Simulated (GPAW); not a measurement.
Wanted: an ASE script for a GPAW 26.7.0 run.

* Task: single point
* Functional: PBE
* Potentials or basis: GPAW PAW data sets (gpaw-data 1.2.1)
* Cutoff: 450 eV
* Basis: pw
* k mesh: 7 × 7 × 7
* Occupations: fermi-dirac, width 0.05 eV
* Spin: no spin polarisation
* Maxiter: 120
* Convergence: default

The system is Si.

```
CELL_PARAMETERS angstrom
0.00000 2.72185 2.72185
2.72185 0.00000 2.72185
2.72185 2.72185 0.00000
ATOMIC_POSITIONS crystal
Si 0.50000 0.50000 0.50000
Si 0.75000 0.75000 0.75000
```

One way to write it, as run:

run.py

```python
from ase import Atoms
from ase.dft.bandgap import bandgap
from ase.io import write
from ase.units import GPa
from gpaw import GPAW, PW

atoms = Atoms(['Si', 'Si'],
              cell=[[0.0, 2.7218511865, 2.7218511865],
                    [2.7218511865, 0.0, 2.7218511865],
                    [2.7218511865, 2.7218511865, 0.0]],
              scaled_positions=[[0.5, 0.5, 0.5],
                                [0.75, 0.75, 0.75]],
              pbc=True)

calc = GPAW(mode=PW(450),
            xc='PBE',
            kpts={'size': (7, 7, 7), 'gamma': True},
            occupations={'name': 'fermi-dirac', 'width': 0.05},
            nbands=11,
            maxiter=120,
            txt='gpaw.txt')
atoms.calc = calc
energy = atoms.get_potential_energy()
forces = atoms.get_forces()
stress = atoms.get_stress()
calc.write('gs.gpw')
write('result.traj', atoms)
print(f'Energy: {energy:.6f} eV')
print('Forces (eV/A):')
print(forces.round(4))
print('Stress (GPa):', (stress / GPa).round(3))
print('Fermi level:', round(calc.get_fermi_level(), 4), 'eV')
print(f'Gap: {bandgap(calc)[0]:.4f} eV, direct: {bandgap(calc, direct=True)[0]:.4f} eV')
```

Potentials or basis: GPAW PAW data sets (gpaw-data 1.2.1), pw.

The run is started by

```console
$ OMP_NUM_THREADS=1 python run.py
```

It gave:

| Quantity | Value |
| --- | --- |
| Pressure | 1.6 GPa |
| Band gap on the k mesh | 0.58 eV, indirect (least direct gap 2.55 eV) |

Caveat: the cutoff is short for stress and forces, so pressures can be off by a GPa or more; an odd mesh through Γ misses points on the zone boundary, where band edges often lie.

Wall time 8 s on 1 thread of Intel(R) Xeon(R) Processor @ 2.70GHz, with other jobs on the host, peak memory 0.13 GiB.
